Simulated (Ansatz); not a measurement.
## Property card for Ni2Ge

Computed with DFT r2SCAN, scalar-relativistic, plane waves, PAW in Ansatz.

Settings: cutoff 500 eV, Γ-centred mesh 12×12×8 on the computed 6-atom cell, Gaussian smearing of 0.10 eV; no spin polarisation.

The structure is relaxed at this level of theory with its symmetry kept. Whether it is the stable form of this composition wasn't checked.

```cif
data_structure
_symmetry_space_group_name_H-M 'P6_3/mmc'
_symmetry_Int_Tables_number 194
_cell_length_a 3.9781
_cell_length_b 3.9781
_cell_length_c 5.0374
_cell_angle_alpha 90.000
_cell_angle_beta 90.000
_cell_angle_gamma 120.000
_cell_volume 69.04
loop_
_atom_site_label
_atom_site_type_symbol
_atom_site_symmetry_multiplicity
_atom_site_Wyckoff_symbol
_atom_site_fract_x
_atom_site_fract_y
_atom_site_fract_z
_atom_site_occupancy
Ni1 Ni 2 d 0.66667 0.33333 0.25000 1
Ni2 Ni 2 a 0.00000 0.00000 0.00000 1
Ge1 Ge 2 c 0.66667 0.33333 0.75000 1
```

Task: Formation energy from the elements' standard states (uncorrected)?

Result: -0.229 eV/atom.

Task: Density of states at the Fermi level?

Result: 3.47 states/eV per cell.

Task: Löwdin character within 0.5 eV of the Fermi level?

Result: Ni 3d 74 %, Ge 4p 18 %.

Task: Bader charges (e)?

Result: Ni (2 in the cell) -0.20, Ni (2 in the cell) 0.03, Ge (2 in the cell) 0.16.

A ferromagnetic start lost its moments in a first run, so spin was left out; other magnetic orders weren't tried.

Cost: 1 run of about 8.9 core-minutes, on AMD EPYC (Zen 3) (shared hosts).